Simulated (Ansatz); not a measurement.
FeO: computed properties

Theory: DFT PBE+U, scalar-relativistic, plane waves, PAW (Ansatz 0.2.0).

Cutoff 420 eV; k points 10×10×6 on the computed 4-atom cell (Γ-centred); Gaussian smearing, width 0.02 eV; U_eff Fe 5.30 eV on the d shells (Löwdin-orthogonalised atomic orbitals); collinear spin from starting moments -3.74 3.74 0 0 μB.

The structure is relaxed at this level of theory with its symmetry kept. This form isn't the usual stable structure of the compound.

```
Fe O
1.0
     2.65292   -1.62413    0.02475
     2.65292    1.62413    0.02475
    -1.31471    0.00000    5.05472
Fe O
2 2
Direct
  0.50000 0.50000 0.50000
  0.00000 0.00000 0.00000
  0.75000 0.75000 0.25000
  0.25000 0.25000 0.75000
```

| Item | Value |
| --- | --- |
| Space group | C2/m (No. 12) |
| Volume per atom | 10.92 Å³ |
| Kohn–Sham band gap | 2.08 eV, indirect from (-0.008, 0.211, -0.281) to Γ |
| Löwdin character of the top 1 eV of the valence band | O 2p 54 %, Fe 3d 44 % |
| Löwdin character of the lowest 1 eV of the conduction band | Fe 4s 53 %, O 2s 27 %, O 2p 14 % |
| Electron masses at the edge by Cartesian direction of the computed cell, whose vectors are (2.653, -1.624, 0.025), (2.653, 1.624, 0.025), (-1.315, 0.000, 5.055) Å (m_e; degenerate bands sorted by energy; no spin-orbit coupling) | x: 0.29, 0.29; y: 0.29, 0.29; z: 0.29, 0.29 |
| Hole masses at the edge by Cartesian direction of the computed cell, whose vectors are (2.653, -1.624, 0.025), (2.653, 1.624, 0.025), (-1.315, 0.000, 5.055) Å (m_e; degenerate bands sorted by energy; no spin-orbit coupling) | x: 0.94, 0.94; y: 1.5, 1.5; z: 1.8, 1.8 |
| Bader charges (e) | Fe (2 in the cell) 1.38, O (2 in the cell) -1.38 |
| Total moment | 0.00 μB per cell |
| Site moments (μB; atoms counted from 1 over the whole cell) | Fe (atom 1) -3.40, Fe (atom 2) 3.40 |

The state reached may not be the lowest one.

Only this magnetic start was tried.